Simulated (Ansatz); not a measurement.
Here is an Ansatz 0.2.0 calculation.

The input input.yaml:

```yaml
crystal:
  lattice:
    - [0.0, 2.5663, 2.5663]
    - [2.5663, 0.0, 2.5663]
    - [2.5663, 2.5663, 0.0]
  atoms:
    - { symbol: Sr, position: [0.5, 0.5, 0.5] }
    - { symbol: O, position: [0.0, 0.0, 0.0] }
hamiltonian:
  xc: blyp
  pseudopotentials: { kind: paw }
kpoints:
  mp_grid: { grid: [9, 9, 9] }
  band_path:
    path:
      - [[0.0, 0.0, 0.0], [0.5, 0.0, 0.5], [0.5, 0.25, 0.75], [0.375, 0.375, 0.75], [0.0, 0.0, 0.0], [0.5, 0.5, 0.5], [0.625, 0.25, 0.625], [0.5, 0.25, 0.75], [0.5, 0.5, 0.5], [0.375, 0.375, 0.75]]
      - [[0.625, 0.25, 0.625], [0.5, 0.0, 0.5]]
    npoints: 14
scf:
  occupations: { method: fermi_dirac, width: 0.05 }
  n_extra_bands: 6
output:
  forces: true
  stress: true
  eigenvalues: true
  fatbands: false
  write_density: true
  write_potential: true
  elf: true
  volumetric_format: npy
```

Potentials or basis: Ansatz PAW.

Run with:

```console
$ ansatz run input.yaml --threads 2 --pin off --max-ram 5632MiB --backend cpu --events-out ev --progress --plain --runs-dir out
```

Task: Estimate the pressure.

Result: 6.2 GPa.

Task: What does it give for the band gap along the path?

Result: 3.45 eV, indirect (least direct gap 3.52 eV).

Task: What does it give for the band gap on the k mesh?

Result: 3.51 eV, indirect (least direct gap 3.58 eV).

Levels at the corners of the path, in eV from the valence-band top:
```tsv
point	band 4	band 5	band 6	band 7	band 8	band 9	band 10	band 11	band 12	band 13
Γ	-13.99	-13.99	0.00	0.00	0.00	4.27	6.29	6.29	6.29	8.47
X	-14.36	-14.36	-0.37	-0.07	-0.07	3.45	7.93	10.25	10.67	11.11
W	-14.67	-13.38	-1.10	-0.39	-0.39	6.18	6.18	8.73	11.13	11.41
K	-14.26	-13.55	-0.91	-0.55	-0.42	4.95	8.08	8.85	10.18	11.07
Γ	-13.99	-13.99	0.00	0.00	0.00	4.27	6.29	6.29	6.29	8.47
L	-14.07	-12.76	-2.10	-1.11	-1.11	6.71	8.76	8.91	8.91	11.98
U	-14.26	-13.55	-0.91	-0.55	-0.42	4.95	8.08	8.85	10.18	11.07
W	-14.67	-13.38	-1.10	-0.39	-0.39	6.18	6.18	8.73	11.13	11.41
L	-14.07	-12.76	-2.10	-1.11	-1.11	6.71	8.76	8.91	8.91	11.98
K	-14.26	-13.55	-0.91	-0.55	-0.42	4.95	8.08	8.85	10.18	11.07
U	-14.26	-13.55	-0.91	-0.55	-0.42	4.95	8.08	8.85	10.18	11.07
X	-14.36	-14.36	-0.37	-0.07	-0.07	3.45	7.93	10.25	10.67	11.11
```

Caveat: the k mesh misses the band edges, so the gap on the mesh is wider than the one along the path; the pressure holds a Pulay correction of +0.5 GPa for the finite cutoff; the PAW data sets come from PBE, with cores solved anew for the run's functional, which leaves a small shift of forces and pressure.
